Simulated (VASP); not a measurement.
# KF (Carobbiite): K into a neighbouring K vacancy, part 4 of 5

How hard is this move in KF (Carobbiite): K into a neighbouring K vacancy? Both ends are relaxed first, then a band of images between them. The start is a cell from a database of measured crystal structures.

VASP 6.6.1; PBEsol; plane waves and PAW (K_pv, F).

So far. Step 3 (Relax the start): The run ended after 8 ionic steps, 0.647 eV below its first step, once the forces on the free atoms met EDIFFG = -0.05. Step 4 (Relax the end): The run ended after 9 ionic steps, 0.698 eV below its first step, once the forces on the free atoms met EDIFFG = -0.05.

**5. Nudged elastic band**

Images on a straight line between the ends relax across the path, while springs keep them spaced along it.

This cell carries charge -1, set by NELECT and balanced by a uniform background.

Input file INCAR:

```
SYSTEM = K26F27
PREC = Normal
ENCUT = 400
EDIFF = 1E-05
NELM = 120
ISMEAR = 0
SIGMA = 0.05
LREAL = Auto
ALGO = Fast
GGA = PS
NELECT = 372
NBANDS = 228
LWAVE = .FALSE.
LCHARG = .FALSE.
NCORE = 2
IMAGES = 3
SPRING = -5
IBRION = 1
POTIM = 0.3
NSW = 50
EDIFFG = -0.05
ISYM = 0
ISIF = 0
```

Input file POSCAR:

```
K26F27
1.0
    0.0000000000      8.0502561219      8.0502561219
    8.0502561219      0.0000000000      8.0502561219
    8.0502561219      8.0502561219      0.0000000000
K F
26 27
Direct
    0.0004827720      0.9999232225      0.3258223557
    0.9991375547      0.9995244479      0.6740135442
    0.9994764303      0.3260682312      0.0006447903
    0.9988566443      0.3332994725      0.3338563570
    0.9988770439      0.3256882564      0.6747065915
    0.9997637915      0.6740616269      0.0001457601
    0.9991831570      0.6742296122      0.3264469218
    0.0003000275      0.6659702339      0.6668794007
    0.3262694346      0.9996932616      0.0000103482
    0.3334665129      0.9988998685      0.3338932543
    0.3251265392      0.0007853030      0.6735292369
    0.3328387018      0.3332633400      0.9999187297
    0.3321644412      0.3339012694      0.3340689632
    0.3345621305      0.3356889511      0.6653791155
    0.3257905817      0.6740053353      0.9999047495
    0.3352598650      0.6639017575      0.3360894793
    0.3347859960      0.6643856495      0.6650355588
    0.6730431394      0.9991897541      0.0001438745
    0.6731793223      0.0001018914      0.3265768148
    0.6662769695      0.0003627617      0.6662906145
    0.6733019972      0.3252509754      0.0003841340
    0.6638776650      0.3353497699      0.3359856285
    0.6635892602      0.3350892852      0.6648950893
    0.6661021195      0.6655186879      0.0014369077
    0.6642554863      0.6640040141      0.3365194773
    0.6659987725      0.6662145361      0.6671617818
    0.1675103192      0.1665901925      0.1672267730
    0.1659599396      0.1669606116      0.4986782840
    0.1777250829      0.1787707017      0.8221170110
    0.1658524870      0.4997256805      0.1673495154
    0.1647555059      0.4999111023      0.5004689503
    0.1652116619      0.5001691622      0.8348968932
    0.1787009656      0.8213518058      0.1787026689
    0.1658564358      0.8338662942      0.5002927645
    0.1779875360      0.8216910960      0.8213203511
    0.4985279235      0.1665317146      0.1674501174
    0.4986499125      0.1665254480      0.5002229746
    0.4994587504      0.1651019723      0.8345154762
    0.4994951723      0.4992932681      0.1660153588
    0.4994853237      0.4997411385      0.5003229096
    0.4994211332      0.4997436616      0.8348134377
    0.4999405629      0.8332373540      0.1663949214
    0.4997604317      0.8341978780      0.5007696808
    0.5008312695      0.8331140034      0.8327252221
    0.8212154832      0.1783185919      0.1790568636
    0.8339072865      0.1653832737      0.5000387829
    0.8204649175      0.1776835940      0.8216918182
    0.8340928248      0.4996048073      0.1665518312
    0.8336545332      0.4994473118      0.5013608896
    0.8323184570      0.5006736732      0.8336260763
    0.8205287169      0.8215343370      0.1789255887
    0.8329272091      0.8330805689      0.5010626551
    0.8323446695      0.8316930560      0.8331362279
```

KPOINTS is that of step 4.

Input file 00/POSCAR:

```
K26F27
1.0
    0.0000000000      8.0502561219      8.0502561219
    8.0502561219      0.0000000000      8.0502561219
    8.0502561219      8.0502561219      0.0000000000
K F
26 27
Direct
    0.0004827720      0.9999232225      0.3258223557
    0.9991375547      0.9995244479      0.6740135442
    0.9994764303      0.3260682312      0.0006447903
    0.9988566443      0.3332994725      0.3338563570
    0.9988770439      0.3256882564      0.6747065915
    0.9997637915      0.6740616269      0.0001457601
    0.9991831570      0.6742296122      0.3264469218
    0.0003000275      0.6659702339      0.6668794007
    0.3262694346      0.9996932616      0.0000103482
    0.3334665129      0.9988998685      0.3338932543
    0.3251265392      0.0007853030      0.6735292369
    0.3328387018      0.3332633400      0.9999187297
    0.3321644412      0.3339012694      0.3340689632
    0.3345621305      0.3356889511      0.6653791155
    0.3257905817      0.6740053353      0.9999047495
    0.3352598650      0.6639017575      0.3360894793
    0.3347859960      0.6643856495      0.6650355588
    0.6730431394      0.9991897541      0.0001438745
    0.6731793223      0.0001018914      0.3265768148
    0.6662769695      0.0003627617      0.6662906145
    0.6733019972      0.3252509754      0.0003841340
    0.6638776650      0.3353497699      0.3359856285
    0.6635892602      0.3350892852      0.6648950893
    0.6661021195      0.6655186879      0.0014369077
    0.6642554863      0.6640040141      0.3365194773
    0.6659987725      0.6662145361      0.6671617818
    0.1675103192      0.1665901925      0.1672267730
    0.1659599396      0.1669606116      0.4986782840
    0.1777250829      0.1787707017      0.8221170110
    0.1658524870      0.4997256805      0.1673495154
    0.1647555059      0.4999111023      0.5004689503
    0.1652116619      0.5001691622      0.8348968932
    0.1787009656      0.8213518058      0.1787026689
    0.1658564358      0.8338662942      0.5002927645
    0.1779875360      0.8216910960      0.8213203511
    0.4985279235      0.1665317146      0.1674501174
    0.4986499125      0.1665254480      0.5002229746
    0.4994587504      0.1651019723      0.8345154762
    0.4994951723      0.4992932681      0.1660153588
    0.4994853237      0.4997411385      0.5003229096
    0.4994211332      0.4997436616      0.8348134377
    0.4999405629      0.8332373540      0.1663949214
    0.4997604317      0.8341978780      0.5007696808
    0.5008312695      0.8331140034      0.8327252221
    0.8212154832      0.1783185919      0.1790568636
    0.8339072865      0.1653832737      0.5000387829
    0.8204649175      0.1776835940      0.8216918182
    0.8340928248      0.4996048073      0.1665518312
    0.8336545332      0.4994473118      0.5013608896
    0.8323184570      0.5006736732      0.8336260763
    0.8205287169      0.8215343370      0.1789255887
    0.8329272091      0.8330805689      0.5010626551
    0.8323446695      0.8316930560      0.8331362279
```

Input file 01/POSCAR:

```
K26F27
1.0
    0.0000000000      8.0502561219      8.0502561219
    8.0502561219      0.0000000000      8.0502561219
    8.0502561219      8.0502561219      0.0000000000
K F
26 27
Direct
    0.0001618083      1.0000254576      0.2462408668
    0.9991935622      0.9997279602      0.6704904537
    0.9995601495      0.3260668105      0.0023369656
    0.9990142626      0.3315196770      0.3339030546
    0.9990335184      0.3275461752      0.6728540586
    0.9997050083      0.6721991024      0.0001511881
    0.9993733760      0.6738910413      0.3281057973
    0.0000171916      0.6680088468      0.6649897353
    0.3261291139      0.9995972575      0.0020904390
    0.3315050178      0.9990794922      0.3339175704
    0.3271293491      0.0003649034      0.6719463241
    0.3333272823      0.3338119900      0.9993595249
    0.3324756105      0.3337174485      0.3336520446
    0.3341619621      0.3351012623      0.6658276806
    0.3279160556      0.6717388507      0.9994469264
    0.3327130158      0.6663091234      0.3356669497
    0.3346636161      0.6645764298      0.6661359859
    0.6712912987      0.9995071933      0.0001106870
    0.6732353223     -0.0000133459      0.3281736911
    0.6680321308      0.0001100880      0.6645781448
    0.6708095445      0.3279912718     -0.0000972781
    0.6661885780      0.3330998390      0.3354871473
    0.6635810975      0.3350835490      0.6661968586
    0.6659733301      0.6657608967      0.0011612393
    0.6646887205      0.6644714987      0.3360543896
    0.6655708404      0.6655473251      0.6675684557
    0.1701336436      0.1695979305      0.1643419172
    0.1662639306      0.1669756062      0.4991884214
    0.1750856454      0.1757150147      0.8248134313
    0.1658721399      0.4997851075      0.1672673836
    0.1651755207      0.4994550130      0.5005074166
    0.1650581985      0.5002581871      0.8344797862
    0.1783919444      0.8213915100      0.1728596979
    0.1687067536      0.8308525429      0.5033572944
    0.1745408700      0.8250065353      0.8244952856
    0.4988541976      0.1663165675      0.1672386640
    0.4987345966      0.1665371140      0.5002089754
    0.4993174386      0.1650812261      0.8343365873
    0.4993505979      0.4996580423      0.1664820004
    0.4993773105      0.4997932580      0.5003584776
    0.4994102622      0.4998187514      0.8345572302
    0.5001825364      0.8330108544      0.1665649044
    0.4996493634      0.8341641641      0.5004667961
    0.5005390526      0.8332392689      0.8329097854
    0.8210250520      0.1784274696      0.1730966096
    0.8305420662      0.1686504892      0.5032319985
    0.8237584886      0.1748793061      0.8247390707
    0.8336799688      0.4998967525      0.1665336641
    0.8337801158      0.4993404154      0.5009260380
    0.8327738653      0.5004254410      0.8337126864
    0.8234625369      0.8242494026      0.1757887513
    0.8299074097      0.8300065796      0.5036435254
    0.8323131793      0.8321204838      0.8334804022
```

Input file 02/POSCAR:

```
K26F27
1.0
    0.0000000000      8.0502561219      8.0502561219
    8.0502561219      0.0000000000      8.0502561219
    8.0502561219      8.0502561219      0.0000000000
K F
26 27
Direct
   -0.0001591554      1.0001276928      0.1666593778
    0.9992495696      0.9999314725      0.6669673632
    0.9996438688      0.3260653898      0.0040291408
    0.9991718809      0.3297398815      0.3339497521
    0.9991899929      0.3294040940      0.6710015258
    0.9996462252      0.6703365779      0.0001566162
    0.9995635949      0.6735524704      0.3297646728
   -0.0002656442      0.6700474598      0.6631000698
    0.3259887932      0.9995012534      0.0041705297
    0.3295435227      0.9992591158      0.3339418866
    0.3291321590     -0.0000554962      0.6703634113
    0.3338158628      0.3343606400      0.9988003201
    0.3327867798      0.3335336276      0.3332351261
    0.3337617938      0.3345135736      0.6662762458
    0.3300415296      0.6694723661      0.9989891034
    0.3301661667      0.6687164893      0.3352444200
    0.3345412362      0.6647672100      0.6672364129
    0.6695394580      0.9998246325      0.0000774994
    0.6732913224     -0.0001285832      0.3297705674
    0.6697872921     -0.0001425858      0.6628656750
    0.6683170918      0.3307315682     -0.0005786902
    0.6684994909      0.3308499082      0.3349886662
    0.6635729348      0.3350778127      0.6674986279
    0.6658445406      0.6660031056      0.0008855710
    0.6651219546      0.6649389834      0.3355893018
    0.6651429084      0.6648801141      0.6679751297
    0.1727569680      0.1726056684      0.1614570613
    0.1665679216      0.1669906008      0.4996985587
    0.1724462079      0.1726593277      0.8275098516
    0.1658917928      0.4998445345      0.1671852517
    0.1655955356      0.4989989237      0.5005458828
    0.1649047350      0.5003472120      0.8340626791
    0.1780829233      0.8214312142      0.1670167270
    0.1715570714      0.8278387916      0.5064218243
    0.1710942039      0.8283219746      0.8276702200
    0.4991804716      0.1661014204      0.1670272106
    0.4988192807      0.1665487800      0.5001949762
    0.4991761268      0.1650604799      0.8341576984
    0.4992060236      0.5000228166      0.1669486421
    0.4992692974      0.4998453776      0.5003940456
    0.4993993912      0.4998938413      0.8343010227
    0.5004245100      0.8327843548      0.1667348875
    0.4995382950      0.8341304502      0.5001639113
    0.5002468356      0.8333645344      0.8330943487
    0.8208346208      0.1785363472      0.1671363556
    0.8271768460      0.1719177048      0.5064252142
    0.8270520596      0.1720750181      0.8277863232
    0.8332671127      0.5001886977      0.1665154970
    0.8339056985      0.4992335189      0.5004911864
    0.8332292736      0.5001772088      0.8337992966
    0.8263963569      0.8269644681      0.1726519138
    0.8268876104      0.8269325902      0.5062243958
    0.8322816890      0.8325479117      0.8338245766
```

Input file 03/POSCAR:

```
K26F27
1.0
    0.0000000000      8.0502561219      8.0502561219
    8.0502561219      0.0000000000      8.0502561219
    8.0502561219      8.0502561219      0.0000000000
K F
26 27
Direct
   -0.0004801191      1.0002299280      0.0870778889
    0.9993055771      1.0001349848      0.6634442727
    0.9997275880      0.3260639692      0.0057213160
    0.9993294992      0.3279600860      0.3339964496
    0.9993464674      0.3312620127      0.6691489930
    0.9995874420      0.6684740534      0.0001620442
    0.9997538138      0.6732138994      0.3314235484
   -0.0005484801      0.6720860727      0.6612104044
    0.3258484726      0.9994052493      0.0062506205
    0.3275820276      0.9994387395      0.3339662028
    0.3311349689     -0.0004758958      0.6687804985
    0.3343044432      0.3349092899      0.9982411153
    0.3330979490      0.3333498068      0.3328182076
    0.3333616254      0.3339258848      0.6667248110
    0.3321670035      0.6672058816      0.9985312803
    0.3276193175      0.6711238553      0.3348218904
    0.3344188563      0.6649579903      0.6683368400
    0.6677876173      1.0001420717      0.0000443119
    0.6733473224     -0.0002438205      0.3313674437
    0.6715424533     -0.0003952595      0.6611532052
    0.6658246390      0.3334718646     -0.0010601024
    0.6708104039      0.3285999774      0.3344901850
    0.6635647721      0.3350720764      0.6688003973
    0.6657157512      0.6662453144      0.0006099026
    0.6655551888      0.6654064680      0.3351242140
    0.6647149764      0.6642129031      0.6683818036
    0.1753802924      0.1756134064      0.1585722054
    0.1668719125      0.1670055955      0.5002086961
    0.1698067704      0.1696036407      0.8302062719
    0.1659114458      0.4999039615      0.1671031198
    0.1660155504      0.4985428344      0.5005843491
    0.1647512716      0.5004362369      0.8336455720
    0.1777739021      0.8214709184      0.1611737560
    0.1744073893      0.8248250403      0.5094863542
    0.1676475378      0.8316374139      0.8308451544
    0.4995067456      0.1658862734      0.1668157571
    0.4989039648      0.1665604459      0.5001809770
    0.4990348149      0.1650397337      0.8339788095
    0.4990614492      0.5003875908      0.1674152838
    0.4991612842      0.4998974972      0.5004296137
    0.4993885202      0.4999689312      0.8340448152
    0.5006664836      0.8325578552      0.1669048706
    0.4994272267      0.8340967363      0.4998610266
    0.4999546186      0.8334897999      0.8332789120
    0.8206441895      0.1786452248      0.1611761015
    0.8238116258      0.1751849203      0.5096184298
    0.8303456307      0.1692707302      0.8308335756
    0.8328542566      0.5004806428      0.1664973298
    0.8340312812      0.4991266224      0.5000563347
    0.8336846819      0.4999289766      0.8338859067
    0.8293301770      0.8296795336      0.1695150764
    0.8238678110      0.8238586009      0.5088052662
    0.8322501988      0.8329753395      0.8341687510
```

Input file 04/POSCAR:

```
K26F27
1.0
    0.0000000000      8.0502561219      8.0502561219
    8.0502561219      0.0000000000      8.0502561219
    8.0502561219      8.0502561219      0.0000000000
K F
26 27
Direct
   -0.0008010828      1.0003321631      0.0074963999
    0.9993615846      1.0003384971      0.6599211822
    0.9998113072      0.3260625485      0.0074134913
    0.9994871175      0.3261802905      0.3340431472
    0.9995029419      0.3331199315      0.6672964601
    0.9995286588      0.6666115289      0.0001674722
    0.9999440328      0.6728753285      0.3330824239
   -0.0008313160      0.6741246856      0.6593207390
    0.3257081519      0.9993092452      0.0083307112
    0.3256205325      0.9996183632      0.3339905189
    0.3331377788     -0.0008962954      0.6671975857
    0.3347930237      0.3354579399      0.9976819105
    0.3334091183      0.3331659859      0.3324012890
    0.3329614570      0.3333381960      0.6671733761
    0.3342924774      0.6649393970      0.9980734572
    0.3250724684      0.6735312212      0.3343993608
    0.3342964764      0.6651487706      0.6694372671
    0.6660357766      1.0004595109      0.0000111244
    0.6734033224     -0.0003590578      0.3329643200
    0.6732976146     -0.0006479332      0.6594407355
    0.6633321863      0.3362121610     -0.0015415145
    0.6731213169      0.3263500465      0.3339917038
    0.6635566094      0.3350663402      0.6701021666
    0.6655869618      0.6664875232      0.0003342342
    0.6659884230      0.6658739526      0.3346591263
    0.6642870443      0.6635456921      0.6687884775
    0.1780036168      0.1786211444      0.1556873496
    0.1671759035      0.1670205901      0.5007188334
    0.1671673329      0.1665479537      0.8329026922
    0.1659310987      0.4999633885      0.1670209880
    0.1664355652      0.4980867451      0.5006228154
    0.1645978082      0.5005252618      0.8332284650
    0.1774648809      0.8215106226      0.1553307850
    0.1772577071      0.8218112890      0.5125508841
    0.1642008718      0.8349528532      0.8340200889
    0.4998330197      0.1656711263      0.1666043037
    0.4989886489      0.1665721119      0.5001669778
    0.4988935031      0.1650189875      0.8337999206
    0.4989168748      0.5007523650      0.1678819254
    0.4990532710      0.4999496167      0.5004651817
    0.4993776492      0.5000440210      0.8337886077
    0.5009084571      0.8323313556      0.1670748536
    0.4993161584      0.8340630224      0.4995581419
    0.4996624017      0.8336150654      0.8334634753
    0.8204537583      0.1787541025      0.1552158475
    0.8204464055      0.1784521358      0.5128116454
    0.8336392018      0.1664664422      0.8338808281
    0.8324414006      0.5007725880      0.1664791627
    0.8341568638      0.4990197260      0.4996214831
    0.8341400902      0.4996807444      0.8339725168
    0.8322639970      0.8323945992      0.1663782390
    0.8208480116      0.8207846115      0.5113861365
    0.8322187086      0.8334027674      0.8345129253
```

Run with:

```sh
mpirun -np 6 vasp_gam
```

Log:

```text
[banner, memory and clock lines left out]
running    6 mpi-ranks, on    1 nodes
 each image running on    2 cores
[...]
01/POSCAR found :  2 types and      53 ions
 [... a notice as in an earlier step ...]

 LDA part: xc-table for (Slater+PW92), standard interpolation
[...]
00/POSCAR found :  2 types and      53 ions
[...]
04/POSCAR found :  2 types and      53 ions
 POSCAR, INCAR and KPOINTS ok, starting setup
[...]
entering main loop
       N       E                     dE             d eps       ncg     rms          rms(c)
DAV:   1     0.443283445853E+04    0.44328E+04   -0.16366E+05   456   0.136E+03
DAV:   2     0.461626463776E+03   -0.39712E+04   -0.37490E+04   576   0.404E+02
DAV:   3    -0.227835836961E+03   -0.68946E+03   -0.68439E+03   524   0.169E+02
DAV:   4    -0.255041294180E+03   -0.27205E+02   -0.27127E+02   512   0.333E+01
DAV:   5    -0.255286454357E+03   -0.24516E+00   -0.24502E+00   512   0.359E+00BRMIX: very serious problems
 the old and the new charge density differ
 old charge density:   371.00000 new  371.99995
BRMIX: very serious problems
 the old and the new charge density differ
 old charge density:   371.00000 new  372.00000
    0.296E+01
BRMIX: very serious problems
 the old and the new charge density differ
 old charge density:   371.00000 new  372.00001
RMM:   6    -0.225558428232E+03    0.29728E+02   -0.12247E+02   456   0.172E+01    0.160E+01
RMM:   7    -0.225246961847E+03    0.31147E+00   -0.11142E+01   458   0.412E+00    0.115E+01
RMM:   8    -0.225112486932E+03    0.13447E+00   -0.24978E+00   456   0.403E+00    0.152E+00
RMM:   9    -0.225159047274E+03   -0.46560E-01   -0.55603E-01   456   0.115E+00    0.614E-01
RMM:  10    -0.225192222104E+03   -0.33175E-01   -0.11099E-01   456   0.690E-01    0.450E-01
RMM:  11    -0.225191470992E+03    0.75111E-03   -0.14862E-02   458   0.240E-01    0.839E-02
RMM:  12    -0.225192844289E+03   -0.13733E-02   -0.40974E-03   456   0.135E-01    0.861E-02
RMM:  13    -0.225193128297E+03   -0.28401E-03   -0.44004E-03   456   0.114E-01    0.102E-01
RMM:  14    -0.225192966864E+03    0.16143E-03   -0.14538E-03   456   0.690E-02    0.236E-02
RMM:  15    -0.225192980460E+03   -0.13596E-04   -0.10481E-04   357   0.183E-02    0.177E-02
RMM:  16    -0.225192979177E+03    0.12826E-05   -0.34929E-05   338   0.104E-02
   1 F= -.22519298E+03 E0= -.22519298E+03  d E =-.225193E+03
[... from here on, the cycles between the ionic steps are left out ...]
   2 F= -.22538554E+03 E0= -.22538554E+03  d E =-.192563E+00
   3 F= -.22553858E+03 E0= -.22553858E+03  d E =-.153043E+00
   4 F= -.22561035E+03 E0= -.22561035E+03  d E =-.717605E-01
   5 F= -.22564474E+03 E0= -.22564474E+03  d E =-.343914E-01
   6 F= -.22567525E+03 E0= -.22567525E+03  d E =-.305113E-01
   7 F= -.22569416E+03 E0= -.22569416E+03  d E =-.189092E-01
   8 F= -.22570953E+03 E0= -.22570953E+03  d E =-.153765E-01
   9 F= -.22572336E+03 E0= -.22572336E+03  d E =-.138270E-01
  10 F= -.22573636E+03 E0= -.22573636E+03  d E =-.130029E-01
  11 F= -.22574640E+03 E0= -.22574640E+03  d E =-.100341E-01
  12 F= -.22575469E+03 E0= -.22575469E+03  d E =-.828793E-02
  13 F= -.22576067E+03 E0= -.22576067E+03  d E =-.598421E-02
  14 F= -.22576580E+03 E0= -.22576580E+03  d E =-.513006E-02
  15 F= -.22576877E+03 E0= -.22576877E+03  d E =-.297165E-02
  16 F= -.22577180E+03 E0= -.22577180E+03  d E =-.302352E-02
 BRION: g(F)=  0.254E-02 g(S)=  0.000E+00
 BRIONS problems: POTIM should be increased
 retain N=  1 mean eig=18.14
 eig:  18.138
 reached required accuracy - stopping structural energy minimisation
```

Wall time 6.8 min (6 MPI ranks of AMD EPYC 7R43, shared host); peak memory 1.9 GiB.

(Part 4 of 5 ends here.)

[Lines on the potential files, build, host, timing and source positions are cut from VASP's logs without a mark.]

[Logs are printed without paths, hosts, clocks, repeated set-up lines and the standing remarks that a program may print on its own settings, such as how far it seeks lower states.]

[Hosts, paths, dates, database ids (printed as entryN), source tags and the programs' standing remarks are cut or masked in the printed files.]

[Runs that stopped without an error message from VASP are left out.]
